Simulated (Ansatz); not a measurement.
Trial structure of SrO, not yet relaxed:

```
Sr O
1.0
     4.11464    0.00000    0.00000
     0.00000    6.33021    0.00000
     0.00000    0.00000    6.33021
Sr O
2 2
Direct
  0.00000 0.75000 0.00000
  0.50000 0.25000 0.50000
  0.00000 0.44500 0.30500
  0.50000 0.55500 0.80500
```

Computed with DFT PBE, scalar-relativistic, plane waves, PAW (Ansatz). Plane waves to 420 eV, a k mesh through Γ of 4×4×4 on the computed 4-atom cell and Gaussian smearing (0.10 eV); no spin polarisation.

The zero of energy is the elements' standard structures at the same level (O₂ as a molecule); no fitted shifts are applied.

Q: Estimate its pressure, forces and energy as it stands.

A: The pressure is -8.2 GPa (the mean over three directions, positive in compression), the largest force is 3.54 eV/Å, and the energy is −1.29 eV/atom against the elements. The shortest distance is 2.70 Å.

Q: Is it a good guess?

A: A poor one: relaxing gains about 1.3 eV/atom in 24 ionic steps and ends at −2.576 eV/atom on the finer mesh. The symmetry goes from Pmn2_1 (No. 31) to F-43m (No. 216), and the primitive cell from 4 to 2 atoms. The end has the zinc blende type. The volume per atom shrinks by 46.4 %, from 41.2 to 22.1 Å³. The shortest distance goes from 2.70 Å (Sr–O) to 2.43 Å (Sr–O). Conventional cell: a = 5.614 Å. Sr is surrounded by 4 O at 2.43 Å; around O lie 4 Sr at 2.43 Å.

The last run used an 8×8×8 mesh for its 2-atom cell and Gaussian smearing of 0.02 eV. The relaxation can't lower the symmetry of the start, and the grade says only how near the guess is to its own end. A structure relaxed within its symmetry needn't be a true minimum. Another cell of SrO relaxed alike, in R3m, lies 30 meV/atom lower, so this cell isn't the stable form at this level.
